Matching five crystals to their elements

Five rows of calculated data have to be matched to titanium, vanadium, chromium, manganese and zirconium. All five crystals have the diamond structure, in which each atom has only four nearest neighbours. Each was calculated twice with the PBE density functional: once with the electrons free to form magnetic moments, and once "without spin", with spin-up and spin-down electrons forced to be equal everywhere. Which of the two sets of columns identifies the elements?

Titanium, vanadium, chromium, manganese and zirconium in the diamond structure, calculated with Ansatz 0.2.0 using the PBE functional, plane waves and scalar-relativistic PAW. The plane-wave cutoff is 420 eV. The Fermi-Dirac smearing has a width of 0.05 eV in the runs with spin and 0.1 eV in those without, and energies are extrapolated to zero smearing. Values with spin are for the relaxed crystal in the lowest-energy state among the magnetic starts tried. Candidates: Ti, Cr, V, Mn, Zr.

```
row  largest site moment, PBE (μB)  volume per atom, PBE (Å³)  volume without spin, PBE (Å³)  energy gain from spin, PBE (meV/atom)  bulk modulus, PBE (GPa)  bulk modulus without spin, PBE (GPa)  magnetic order, PBE  volume per atom, PBE over volume without spin, PBE, less one (%)
  A                           1.45                      20.44                          18.57                                     98                     60.1                                  65.0        ferromagnetic                                                              10.1
  B                           1.64                      27.39                          22.81                                    203                     22.5                                  33.9        ferromagnetic                                                              20.1
  C                           0.44                      31.42                          30.87                                     15                     25.3                                  35.7        ferromagnetic                                                               1.8
  D                           2.09                      16.92                          15.17                                    109                     54.5                                   146    antiferromagnetic                                                              11.6
  E                           2.60                      19.64                          16.52                                    241                     35.6                                   103    antiferromagnetic                                                              18.9
```

The site moment is the surplus of one spin inside a sphere around an atom, in Bohr magnetons (μB). The bulk modulus measures resistance to uniform compression. The energy gain from spin is the energy by which the magnetic crystal lies below the one without spin, each at its own best volume. Because the two kinds of run also differ in smearing width, and the extrapolation to zero smearing is only approximate, the smallest gain is the least certain.

The odd one out

Row C has the largest volume in both calculations. It also has the smallest moment, 0.44 μB, and gains only 15 meV per atom from spin. This combination points to zirconium, the only candidate from the second long row of the periodic table. Its outer d electrons are 4d electrons, which reach further from the nucleus than the 3d electrons of the other four, so the atom is larger.

The same long reach explains the weak magnetism. Orbitals that overlap strongly with those of the neighbours form wide energy bands, and in a wide band it costs much energy to turn spins parallel. The reward is also smaller, because the exchange energy gained by parallel spins is less when the electrons are spread over more space. Size and moment therefore lead to the same assignment, and C is zirconium with little room for doubt.

Row B is then the natural partner of C. Without spin the two have nearly the same bulk modulus, 33.9 and 35.7 GPa, far below the other three. Titanium and zirconium belong to the same group and bring four valence electrons each, so a similar, weak stiffness is reasonable. The volume of C is 1.35 times that of B, as befits the heavier member of the pair.

Ordering the other three

Sorted by volume without spin, the four remaining rows run B, A, E, D. The volume falls by 19, 11 and 8 % from one row to the next. The bulk modulus without spin rises along the same order, from 33.9 to 146 GPa. The two columns come from the same energy curves, so they are one piece of evidence seen from two sides.

Chemistry supplies the direction. The lower part of a d band holds bonding states, which pile up electron density between the atoms, and the upper part holds antibonding states, which remove it. From titanium onwards each added electron goes mainly into bonding states, so the atoms are pulled together and the crystal resists compression more strongly. The growing nuclear charge draws the d shell inwards as well. On this reasoning A is vanadium, E is chromium and D is manganese.

The shrinking steps show where the argument weakens. Near the middle of the band the bonding states are almost used up, and a further electron adds little or even loosens the bond. If the smallest volume lay at chromium instead of manganese, E and D would have to change places. That pair is therefore probable, while titanium and zirconium are sure.

Magnetic order gives some help with vanadium. Rows D and E are antiferromagnetic, with opposite moments on neighbouring atoms, while A is ferromagnetic, with all moments parallel. Chromium and manganese are the two candidates known for antiferromagnetism as real metals. Their real crystals have other structures, so this is a hint in favour of A as vanadium and no more.

What the magnetic columns would have suggested

With spin, the volumes of A and E differ by only 4 %, and E is much the softer of the two. Judged by stiffness alone, E would be placed next to titanium. The moments set another trap. A reader who remembers that manganese has a half-filled d shell might give it the largest moment, and so choose E.

The assignment to be tested is thus B titanium, A vanadium, E chromium, D manganese and C zirconium. The labels follow.

The rows with their labels:

```
element   Z  valence electrons    k mesh  largest site moment, PBE (μB)  volume per atom, PBE (Å³)  volume without spin, PBE (Å³)  energy gain from spin, PBE (meV/atom)  bulk modulus, PBE (GPa)  bulk modulus without spin, PBE (GPa)  magnetic order, PBE  volume per atom, PBE over volume without spin, PBE, less one (%)
     Ti  22                  4  15×15×15                           1.64                      27.39                          22.81                                    203                     22.5                                  33.9        ferromagnetic                                                              20.1
      V  23                  5  16×16×16                           1.45                      20.44                          18.57                                     98                     60.1                                  65.0        ferromagnetic                                                              10.1
     Cr  24                  6  17×17×17                           2.60                      19.64                          16.52                                    241                     35.6                                   103    antiferromagnetic                                                              18.9
     Mn  25                  7  12×12×12                           2.09                      16.92                          15.17                                    109                     54.5                                   146    antiferromagnetic                                                              11.6
     Zr  40                  4  14×14×14                           0.44                      31.42                          30.87                                     15                     25.3                                  35.7        ferromagnetic                                                               1.8
```

All five assignments hold, including the doubtful pair. Manganese, the smallest cell, was run with spin on the coarsest k mesh, so its magnetic values may be the least converged. Chromium, not manganese, has the largest moment in this structure. Free atoms would give the same order for this pair, with six unpaired electrons in chromium and five in manganese. Yet their count is no safe guide: a free vanadium atom has three and a titanium atom two, while here titanium has the larger moment. In a crystal each moment has to be paid for in lost bonding.

Why a moment makes the crystal swell

Electrons with parallel spins keep out of each other's way and so repel each other less. To become parallel, however, some of them must leave low, bonding states for higher ones that bind less. In the antiferromagnets the loss can also be pictured atom by atom. A spin-up electron finds a low level on one atom and a high level on all four neighbours, so it is shared less well between them.

The price of a moment depends on the distance between the atoms. When the crystal expands, the orbitals overlap less, the bands become narrower and the electrons can be made parallel more cheaply. A magnetic crystal therefore gains by moving its atoms apart, until the stretched bonds stop it. In all five rows the volume with spin is indeed the larger one.

How far the crystal swells depends on the push and on the resistance. Titanium expands by 20.1 % and chromium by 18.9 %, although chromium has the larger moment. Without spin, chromium's bulk modulus is about three times that of titanium, so a smaller push can achieve as much in the softer crystal. The compressed cells of the calculations with spin show the push. At the volume without spin the non-magnetic crystal is at zero pressure, so the pressure of the magnetic one there is the push itself. The scans stop just short of that volume, at 0.88 of the relaxed one, where the pressure is about 3.4 GPa in titanium and 6.3 GPa in chromium. Titanium swells as much under roughly half the push.

The site moments also make titanium look less magnetic than it is. Its value of 1.64 μB counts only the spin inside the atomic sphere, whereas the whole cell holds 2.28 μB per atom. The corresponding total for chromium, added up without regard to sign, is 2.91 μB. Chromium still leads, but by a smaller margin than the table suggests.

These expansions should not be read as effects of heating. A magnet heated until its order is lost usually keeps moments on its atoms, pointing in changing directions, whereas the calculation without spin removes them altogether. The moments also belong to this open structure: titanium, vanadium and zirconium have no ordered moments as ordinary metals. The calculations hold every crystal in the diamond structure, and some might distort out of it if they were free to do so. The bonds are not long here, but with only four neighbours some d orbitals point between the bonds. They may form narrow bands in which magnetism pays, though the table does not test this.

Why the order of stiffness is scrambled

A stretched crystal is usually softer, so part of the softening must come from the swelling itself. This part can be estimated. Let B be the bulk modulus, V the volume, P the pressure and B′ the rate at which B rises with pressure. The definitions B = −V dP/dV and B′ = dB/dP together give dB/dV = −B′B/V. If B′ is constant, this integrates to

B = B₀ (V₀/V)^B′

where B₀ and V₀ are the values without spin. A typical B′ for a metal is about 4, a round value that is not fitted to these rows. For chromium the estimate is

B ≈ 103 GPa × (16.52/19.64)⁴ ≈ 52 GPa

The calculation with spin gives 35.6 GPa, so the estimate is about 45 % too high. Swelling accounts for much of chromium's softening, but not for all of it.

Manganese and zirconium are also softer than their expansion alone would make them. Titanium and vanadium are stiffer than the estimate. Any power between 3 and 5 leaves each element on the same side. Titanium is the least secure case: a power of about 2.2 would reproduce its value, and the pressures along its own curve with spin correspond to a power of only about 2.5, so 4 may simply be too large for it. The simple formula fails in both directions, and the failures sort the elements into two groups.

The estimate leaves out two effects of the moment, and they have opposite signs. The first stiffens. The push of the moment is itself a pressure, and because the bands narrow ever more slowly as the atoms move apart, it is expected to weaken on expansion and grow on compression, which adds to the bulk modulus. The second softens, and it is the likely reason for the soft group. A moment is not a fixed property of the atom; it adjusts whenever the volume changes. Imagine first that it were frozen at its best value while the crystal is stretched or compressed. Releasing it can only lower the energy at the new volume, so the energy curve becomes flatter and the crystal softer than with the moment frozen.

The calculated moments give a hint of which crystals use this freedom most. Between 0.88 and 1.08 times the relaxed volume, the site moment grows by 29 % in chromium and by about 75 % in manganese and zirconium. In vanadium and titanium it grows by only 16 and 20 %. The three elements whose moments grow most in per cent are the three that fall below the estimate. Counted in μB the division is less clean: zirconium's moment grows by 0.25 μB and titanium's by 0.30 μB.

Zirconium is the instructive member of this group. Its moment is small and the crystal swells by only 1.8 %, yet its bulk modulus falls from 35.7 to 25.3 GPa when spin is allowed. Some of that fall may come from the different smearing widths of the two runs, which the data cannot separate from the effect of spin. If most of it is due to spin, the size of a moment is a poor measure of the softening that comes with it. How readily the moment changes with volume is the likelier guide, though titanium shows that it cannot be the only one.

What to trust, and what stays open

To recognise an element from such data, the columns without spin are the better guide, because they follow the filling of the bonding states. The columns with spin add a second effect that depends on the moment, on the softness of the lattice and on how the moment responds to stretching. Vanadium and chromium show the consequence: neighbours in the periodic table, they are clearly apart without spin and almost equal in volume with it.

Titanium and vanadium leave a question. Both swell, and both have moments that can adjust, yet they remain stiffer than expansion alone would suggest. The likely reason is the stiffening by the push: their moments change least in per cent, so little softening is expected to offset it, and for titanium the power of 4 may also be too large. The runs do not separate these terms. Energy curves calculated with the moment held fixed would separate the stiffness of the bonds from the response of the moment. Would titanium and vanadium still stand apart from the other three?
